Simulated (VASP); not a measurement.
# Sn (I4_1/amd) in VASP: a series of runs

The runs below take Sn through single point, with PBEsol.

All numbers are computed with VASP 6.6.1; they aren't measurements. Logs are shortened: lines on timing, memory, paths and dates and some standing lists are left out, and cuts for length are marked.

### Step 1. Starting point

It takes space group I4_1/amd (No. 141, tetragonal). The conventional cell has a = 5.839 Å, b = 5.839 Å, c = 3.152 Å, α = 90.00°, β = 90.00°, γ = 90.00°. Sn (site symmetry -4m2) has 6 Sn at 3.02 to 3.15 Å as nearest neighbours.

### Step 2. Single point, PBEsol

INCAR

```
SYSTEM = Sn
ALGO = Fast ; EDIFF = 1E-7
ENCUT = 700 ; GGA = PS
ISIF = 2 ; ISMEAR = 0
LASPH = .True. ; LCHARG = .True.
LELF = .True. ; LREAL = .False.
LVHAR = .True. ; LWAVE = .False.
NELM = 100 ; PREC = Accurate
SIGMA = 0.1
```

KPOINTS

```
k-points
0
Gamma
  16 16 16
  0 0 0
```

POSCAR

```
Sn
1.0
   -2.9193500000      2.9193500000      1.5757600000
    2.9193500000     -2.9193500000      1.5757600000
    2.9193500000      2.9193500000     -1.5757600000
Sn
2
Direct
    1.0000000000      1.0000000000      1.0000000000
    0.7500000000      0.2500000000      0.5000000000
```

Potentials or basis: VASP PAW PBE potentials, release 64 (Sn_d).

The run is started by

```console
$ cat potpaw_PBE.64/Sn_d/POTCAR > POTCAR
$ mpirun -np 1 vasp_std > vasp.out
```

OUTCAR:

```text
SYSTEM = Sn
   EDIFF = 1E-7
   ENCUT = 700
   GGA = PS
   ISIF = 2
   ISMEAR = 0
   LASPH = .True.
   LREAL = .False.
   NELM = 100
   PREC = Accurate

 ion  position               nearest neighbor table
   1  0.000  0.000  0.000-   2 3.02   2 3.02   2 3.02   2 3.02   2 3.76   2 3.76   2 3.76   2 3.76

   2  0.750  0.250  0.500-   1 3.02   1 3.02   1 3.02   1 3.02   1 3.76   1 3.76   1 3.76   1 3.76

  LATTYP: Found a body centered tetragonal cell.
 ALAT       =     5.8387000000
 C/A-ratio  =     0.5397639886

  Lattice vectors:

 A1 = (  -2.9193500000,   2.9193500000,   1.5757600000)
 A2 = (   2.9193500000,  -2.9193500000,   1.5757600000)
 A3 = (   2.9193500000,   2.9193500000,  -1.5757600000)

Analysis of symmetry for initial positions (statically):
=====================================================================
 Subroutine PRICEL returns:
 Original cell was already a primitive cell.

 Routine SETGRP: Setting up the symmetry group for a
 body centered tetragonal supercell.

 Subroutine GETGRP returns: Found 16 space group operations
 (whereof  8 operations were pure point group operations)
 out of a pool of 16 trial point group operations.

The static configuration has the point symmetry D_2d.
 The point group associated with its full space group is D_4h.

Analysis of symmetry for dynamics (positions and initial velocities):
=====================================================================
 Subroutine PRICEL returns:
 Original cell was already a primitive cell.

 Routine SETGRP: Setting up the symmetry group for a
 body centered tetragonal supercell.

 Subroutine GETGRP returns: Found 16 space group operations
 (whereof  8 operations were pure point group operations)
 out of a pool of 16 trial point group operations.

The dynamic configuration has the point symmetry D_2d.
 The point group associated with its full space group is D_4h.

 Subroutine INISYM returns: Found 16 space group operations
 (whereof  8 operations are pure point group operations),
 and found     1 'primitive' translations

----------------------------------------------------------------------------------------

                                     Primitive cell

  volume of cell :      53.7183

  direct lattice vectors                    reciprocal lattice vectors
    -2.919350000  2.919350000  1.575760000     0.000000000  0.171271002  0.317307204
     2.919350000 -2.919350000  1.575760000     0.171271002  0.000000000  0.317307204
     2.919350000  2.919350000 -1.575760000     0.171271002  0.171271002  0.000000000

[... 85 lines left out ...]
   EDIFFG = 0.1E-05   stopping-criterion for IOM
   NSW    =      0    number of steps for IOM
   IBRION =     -1    ionic relax: 0-MD 1-quasi-New 2-CG
   NFREE  =      0    steps in history (QN), initial steepest desc. (CG)
   ISIF   =      2    stress and relaxation
   ISYM   =      2    0-nonsym 1-usesym 2-fastsym
   POTIM  = 0.5000    time-step for ionic-motion
   TEBEG  =    0.0;   TEEND  =   0.0 temperature during run
   PSTRESS=    0.0 pullay stress
   NELECT =      28.0000    total number of electrons
   NUPDOWN=      -1.0000    fix difference up-down
   EMIN   =  10.00;   EMAX   =-10.00  energy-range for DOS
   EFERMI =   0.00;   METHOD = LEGACY
   ISMEAR =     0;   SIGMA  =   0.10  broadening in eV -4-tet -1-fermi 0-gaus
   EFERMI_NEDOS =   21; number of points for ismear=-14 and -15
   IALGO  =     68    algorithm
   IMIX   =      4    mixing-type and parameters
     AMIX     =   0.40;   BMIX     =  1.00
     AMIX_MAG =   1.60;   BMIX_MAG =  1.00
  volume/ion in A,a.u.               =      26.86       181.25
  Fermi-wavevector in a.u.,A,eV,Ry     =   1.317508  2.489730 23.617377  1.735828
  Thomas-Fermi vector in A             =   2.447544
   LORBIT       =      0    0 simple, 1 ext, 2 COOP (PROOUT), +10 PAW based schemes
   GGA     = PS    functional components
   LHFCALC =     F    Hartree Fock is set to
   AEXX    =    0.0000 exact exchange contribution
   IVDW    =     0    specifies the selected vdW correction
   LEPSILON=     F    determine dielectric tensor
   LRPA    =     F    only Hartree local field effects (RPA)
 non-spin polarized calculation
 RMM-DIIS sequential band-by-band and
 Gauss-broadening in eV      SIGMA  =   0.10
  energy-cutoff  :      700.00
  volume of cell :       53.72
 maximum number of plane-waves:      2291
 NGX is ok and might be reduce to    40
   NGX = 19   NGY = 19   NGZ = 19

 number of electron      28.0000005 magnetization

 Free energy of the ion-electron system (eV)
  ---------------------------------------------------
  ext. energy  EPLUGINS =         0.00000000
  ---------------------------------------------------
  free energy    TOTEN  =        -8.52586707 eV

  energy without entropy =       -8.52127546  energy(sigma->0) =       -8.52357127

 E-fermi :   7.9463     XC(G=0): -10.5000

 val. band max:        7.9421069925   @ k =   0.1875   0.0625   0.0000
 cond. band min:       7.9693822165   @ k =   0.4375   0.3750  -0.0000
 fundamental gap:      0.0272752240
 Fermi energy:         7.9462594198

 k-point     1 :       0.0000    0.0000    0.0000
  band No.  band energies     occupation
      1     -13.6200      2.00000
      2     -13.5423      2.00000
      3     -13.4913      2.00000
      4     -13.4869      2.00000
      5     -13.3192      2.00000
      6     -13.3192      2.00000
[... 481 lines left out ...]
      5     -13.3208      2.00000
      6     -13.3175      2.00000
[... 10 lines left out ...]
     17      13.9128      0.00000
     18      15.0366      0.00000

 [... further k-points ...]

------------------------ aborting loop because EDIFF is reached ----------------------------------------

  FORCE on cell =-STRESS in cart. coord.  units (eV):
  Direction    XX          YY          ZZ          XY          YZ          ZX
  --------------------------------------------------------------------------------------
  -------------------------------------------------------------------------------------
  Total        0.0125144      0.0125144      0.0072382      0.0000000      0.0000000      0.0000000
  in kB        0.3732499      0.3732499      0.2158843      0.0000000      0.0000000      0.0000000
  external PRESSURE =       0.3207947 kB  Pullay stress =       0.0000000 kB

 VOLUME and BASIS-vectors are now :
 -----------------------------------------------------------------------------
  energy-cutoff  :      700.00
  volume of cell :       53.72
      direct lattice vectors                 reciprocal lattice vectors
    -2.919350000  2.919350000  1.575760000     0.000000000  0.171271002  0.317307204
     2.919350000 -2.919350000  1.575760000     0.171271002  0.000000000  0.317307204
     2.919350000  2.919350000 -1.575760000     0.171271002  0.171271002  0.000000000

 POSITION                                       TOTAL-FORCE (eV/Angst)
 -----------------------------------------------------------------------------------
      0.00000      0.00000      0.00000        -0.000000     -0.000000     -0.000000
     -0.00000      2.91935      0.78788         0.000000      0.000000      0.000000
 -----------------------------------------------------------------------------------
    total drift:                               -0.000000      0.000000     -0.000000

  FREE ENERGIE OF THE ION-ELECTRON SYSTEM (eV)
  ---------------------------------------------------
  free  energy   TOTEN  =        -8.5258670741 eV

  energy  without entropy=       -8.5212754620  energy(sigma->0) =       -8.52357127
```

Run time: 9.5 min. Hardware: 1 thread of Intel Xeon Platinum 8488C (Sapphire Rapids), shared host; peak memory 0.57 GiB.

What came out:

* Free energy: -8.5259 eV
* Pressure: 0.0 GPa
* Band gap on the k mesh: none (metal or under the smearing width)

Caveat: the PAW data sets were made with another functional, which shifts forces and pressure a little.

### Step 3. Single point, PBEsol

INCAR: that of step 2 with these lines changed.

```diff
@@ -2,3 +2,3 @@
 ALGO = Fast ; EDIFF = 1E-7
-ENCUT = 700 ; GGA = PS
+ENCUT = 520 ; GGA = PS
 ISIF = 2 ; ISMEAR = 0
```

KPOINTS

```
k-points
0
Gamma
  22 22 22
  0 0 0
```

POSCAR is that of step 2.

Potentials or basis: VASP PAW PBE potentials, release 64 (Sn_d).

The run is started by

```console
$ cat potpaw_PBE.64/Sn_d/POTCAR > POTCAR
$ mpirun -np 1 vasp_std > vasp.out
```

Run time: 14 min. Hardware: 1 thread of Intel Xeon Platinum 8488C (Sapphire Rapids), shared host; peak memory 0.73 GiB.

Results (log left out):

```yaml
Free_energy: -8.5236 eV
Pressure: 0.0 GPa
Band_gap_on_the_k_mesh: none (metal or under the smearing width)
```

Levels at points of the mesh, in eV from the Fermi level:
```csv
k point,band 12,band 13,band 14,band 15,band 16,band 17
"(0.00, 0.00, 0.00)",-3.71,-2.03,-2.03,2.91,6.20,6.20
"(0.50, 0.00, 0.00)",-5.40,-2.33,-1.75,-1.11,2.25,2.87
"(0.50, 0.50, 0.00)",-8.97,0.56,0.56,1.52,1.52,6.20
"(0.50, 0.50, 0.50)",-7.62,-4.88,-4.88,5.25,5.25,9.36
```

Caveat: the PAW data sets were made with another functional, which shifts forces and pressure a little.

### Step 4. Single point, PBEsol

INCAR: that of step 3 with these lines changed.

```diff
@@ -8,2 +8,2 @@
 NELM = 100 ; PREC = Accurate
-SIGMA = 0.1
+SIGMA = 0.5
```

KPOINTS

```
k-points
0
Gamma
  16 16 16
  0 0 0
```

POSCAR is that of step 3.

The run is started by

```console
$ cat potpaw_PBE.64/Sn_d/POTCAR > POTCAR
$ mpirun -np 1 vasp_std > vasp.out
```

Wall time 7.5 min (1 thread of Intel Xeon Platinum 8488C (Sapphire Rapids), shared host); peak memory 0.41 GiB.

It converged, with:

| Quantity | Value |
| --- | --- |
| Free energy | -8.5798 eV |
| Pressure | 0.2 GPa |
| Band gap on the k mesh | none (metal or under the smearing width) |

Stress tensor (GPa, compression positive):
```
0.23 0.00 0.00
0.00 0.23 0.00
0.00 0.00 0.12
```

Levels at points of the mesh, in eV from the Fermi level:
```csv
k point,band 11,band 12,band 13,band 14,band 15,band 16,band 17,band 18
"(0.00, 0.00, 0.00)",-11.22,-3.71,-2.03,-2.03,2.91,6.20,6.20,7.07
"(0.50, 0.00, 0.00)",-6.89,-5.40,-2.32,-1.75,-1.11,2.25,2.87,4.72
"(0.50, 0.50, 0.00)",-8.97,-8.97,0.56,0.56,1.52,1.52,6.20,6.20
"(0.50, 0.50, 0.50)",-7.62,-7.62,-4.88,-4.88,5.25,5.25,9.36,9.36
```

Caveat: the PAW data sets were made with another functional, which shifts forces and pressure a little.

### Step 5. Overview

```csv
k mesh,cutoff (eV),smearing,gap on the mesh (eV),pressure (GPa)
16 × 16 × 16,700,gaussian 0.1 eV,none,0.0
22 × 22 × 22,520,gaussian 0.1 eV,none,0.0
16 × 16 × 16,520,gaussian 0.5 eV,none,0.2
```

Alike in all rows: task single point; level PBEsol; potentials or basis VASP PAW PBE potentials, release 64 (Sn_d); no spin polarisation; cell as given.

Every run on the cell as given and a fine mesh finds a metal.

Caveats: the PAW data sets were made with another functional, which shifts forces and pressure a little.

Absolute energies hang on the potentials; compare differences alone.
